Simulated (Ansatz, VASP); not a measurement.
BN: VASP beside Ansatz

Contents of INCAR:

```
SYSTEM = BN
  PREC = Accurate
  ENCUT = 520
  EDIFF = 1E-7
  ISMEAR = 0
  SIGMA = 0.05
  LREAL = .FALSE.
  LASPH = .TRUE.
  NELM = 60
  ALGO = Normal
  ISIF = 2
  LWAVE = .FALSE.
  LCHARG = .FALSE.
  GGA = PE
  NBANDS = 16
```

File KPOINTS:

```
Automatic mesh
0
G
  12 12 6
  0 0 0
```

POSCAR

```
BN
1.0
    2.5545800960      0.0000000000      0.0000000000
   -1.2772900480      2.2123312591      0.0000000000
    0.0000000000      0.0000000000      4.0977790991
B N
2 2
Direct
    0.6666666667      0.3333333333      0.9998058547
    0.3333333333      0.6666666667      0.4998058547
    0.6666666667      0.3333333333      0.6251941453
    0.3333333333      0.6666666667      0.1251941453
```

Input for Ansatz:

```yaml
crystal:
  lattice:
    - [2.554580096, 0.0, 0.0]
    - [-1.277290048, 2.2123312591, 0.0]
    - [0.0, 0.0, 4.0977790991]
  atoms:
    - { symbol: B, position: [0.6666666667, 0.3333333333, 0.9998058547] }
    - { symbol: B, position: [0.3333333333, 0.6666666667, 0.4998058547] }
    - { symbol: "N", position: [0.6666666667, 0.3333333333, 0.6251941453] }
    - { symbol: "N", position: [0.3333333333, 0.6666666667, 0.1251941453] }
basis:
  ecutwfc: 420
kpoints:
  mp_grid: { grid: [12, 12, 6] }
hamiltonian:
  xc: pbe
scf:
  occupations: { method: gaussian, width: 0.05 }
output:
  forces: true
  stress: true
  eigenvalues: true
```

Change from the starting cell: strain +0.000 along x and y, -0.030 along z, atoms carried along.

Alike in both runs: task single point; functional PBE; k mesh 12 × 12 × 6; occupations gaussian, width 0.05 eV; no spin polarisation.

|  | VASP | Ansatz |
| --- | --- | --- |
| version | VASP 6.6.1 | Ansatz 0.2.0 |
| potentials or method | VASP PAW PBE potentials, release 64 (B, N) | scalar-relativistic, plane waves, PAW |
| plane-wave cutoff (eV) | 520 | 420 |
| valence electrons in the cell | 16 | 16 |

```tsv
	VASP	Ansatz	Ansatz less VASP
gap on the k mesh at the Fermi level (eV)	5.27	5.29	+0.019
least direct gap on the mesh (eV)	8.17	8.18	+0.011
pressure (GPa)	12.9	12.6	-0.34
largest component of the traceless stress (GPa)	21.39	21.28	-0.120
rms of the force components (eV/Å)	0.055	0.052	-0.0026
```

Atom by atom the forces differ by 0.003 eV/Å (rms over components).

A k mesh can miss the band edges.
